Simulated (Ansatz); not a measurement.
Runs of Ansatz 0.2.0 on SrO. The structure is cubic, space group Fm-3m (No. 225). The conventional cell has a = 5.133 Å, b = 5.133 Å, c = 5.133 Å, α = 90.00°, β = 90.00°, γ = 90.00°. Around Sr (site symmetry m-3m) lie 6 O at 2.57 Å. O (site symmetry m-3m) has 6 Sr at 2.57 Å as nearest neighbours. 

```tsv
task	level	cell	cutoff (eV)	smearing	gap on the mesh (eV)	pressure (GPa)	relaxed volume (Å³/atom)
relaxation of cell and atoms	PBEsol	relaxed	-	fermi-dirac 0.05 eV	3.25	0.0	16.80
single point	PBE	as given	217	gaussian 0.025 eV	3.37	3.3	-
single point	PBE	as given	217	fermi-dirac 0.05 eV	3.37	3.3	-
relaxation of cell and atoms	PBEsol+D3(BJ)	relaxed	-	fermi-dirac 0.05 eV	3.23	0.0	16.35
band structure	PBEsol	as given	217	fermi-dirac 0.05 eV	(b)	(a)	-
single point	PBE	as given	217	gaussian 0.027 eV	3.37	3.3	-
band structure	PBE	as given	217	fermi-dirac 0.05 eV	3.37	3.3	-
band structure	LDA	as given	217	fermi-dirac 0.05 eV	(c)	-3.8	-
```

Alike in all rows: potentials or basis all-electron LAPW, scalar-relativistic; no spin polarisation; k mesh 9 × 9 × 9; basis error allowed 0.001 eV/atom.

Task: Fill in the values left out.

Result: (a) -0.5; (b) 3.26; (c) 3.21.

Caveats: an odd mesh through Γ misses points on the zone boundary, where band edges often lie (some runs).

A k mesh can miss the band edges, and the runs leave out spin-orbit coupling on Sr.
